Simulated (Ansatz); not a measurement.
**Tl: strong compression**

How does Tl (bcc type) answer strong compression? The runs shown use PAW. Its runs: cell relaxed at zero pressure (PAW); volume scaled by 1 (PAW); volume scaled by 0.9 (PAW); volume scaled by 0.8 (PAW); volume scaled by 0.7 (PAW); volume scaled by 0.6 (PAW); volume scaled by 0.5 (PAW); volume scaled by 0.4 (PAW and PAW (core large)).

Method: DFT PBE, with the methods named in each step, in Ansatz 0.2.0.

### 1 The system as given

The structure is cubic, space group Im-3m (No. 229). The conventional cell has a = 3.979 Å, b = 3.979 Å, c = 3.979 Å, α = 90.00°, β = 90.00°, γ = 90.00°. Tl (site symmetry m-3m) is surrounded by 8 Tl at 3.45 Å.

Structure file:

```cif
data_structure
_symmetry_space_group_name_H-M 'P 1'
_symmetry_Int_Tables_number 1
_cell_length_a 3.4456
_cell_length_b 3.4456
_cell_length_c 3.4456
_cell_angle_alpha 109.471
_cell_angle_beta 109.471
_cell_angle_gamma 109.471
_cell_volume 31.49
loop_
_atom_site_label
_atom_site_type_symbol
_atom_site_fract_x
_atom_site_fract_y
_atom_site_fract_z
_atom_site_occupancy
Tl1 Tl 0.00000 0.00000 0.00000 1
```

Whether this phase is the stable one at these pressures isn't tested.

### 2 Cell relaxed at zero pressure, PAW

input.yaml reads:

```yaml
crystal:
  lattice:
    - [-1.989339107, 1.989339107, 1.989339107]
    - [1.989339107, -1.989339107, 1.989339107]
    - [1.989339107, 1.989339107, -1.989339107]
  atoms:
    - { symbol: Tl, position: [0.0, 0.0, 0.0] }
kpoints:
  mp_grid: { grid: [15, 15, 15] }
scf:
  occupations: { method: fermi_dirac, width: 0.08 }
hamiltonian:
  xc: pbe
  pseudopotentials: { kind: paw }
output:
  forces: true
  stress: true
relax:
  f_tol: 0.005
  max_steps: 40
  cell: {}
```

The run is started by

```console
ansatz run input.yaml --threads 1 --pin off --max-ram 2048MiB --backend cpu --events-out ev --progress --plain --runs-dir out
```

After this run come: Volume scaled by 1, PAW; Volume scaled by 0.9, PAW; Volume scaled by 0.8, PAW; Volume scaled by 0.7, PAW; Volume scaled by 0.6, PAW; Volume scaled by 0.5, PAW; Volume scaled by 0.4, PAW; Volume scaled by 0.4, PAW (core large).

Before running it: what results should come out? Wanted: PAW pressure at 0.4 of the volume; PAW; fitted bulk modulus at zero pressure.

The runs gave:

| quantity | value |
| --- | --- |
| PAW pressure at 0.4 of the volume | 295.7 GPa |
| PAW (core large) pressure at 0.4 of the volume | 295.7 GPa |
| fitted bulk modulus at zero pressure (PAW) | 26.0 GPa |
| its pressure derivative | 5.54 |

By PAW the pressure climbs to 296 GPa at 0.4 of the first volume. One third-order Birch-Murnaghan curve follows these points (B₀ = 26.0 GPa, B′ = 5.54, misfit at most 0.40 GPa). A fit over so wide a range leans to the high pressures, so B₀ can be off by several per cent. No all-electron run checks these rows here, and frozen cores can fail under such compression. The ions are at rest, and the electrons smeared by 0.08 eV. Spin-orbit coupling is left out, though the cell holds Tl; in elements this heavy it can shift bands and gaps by tenths of an eV.
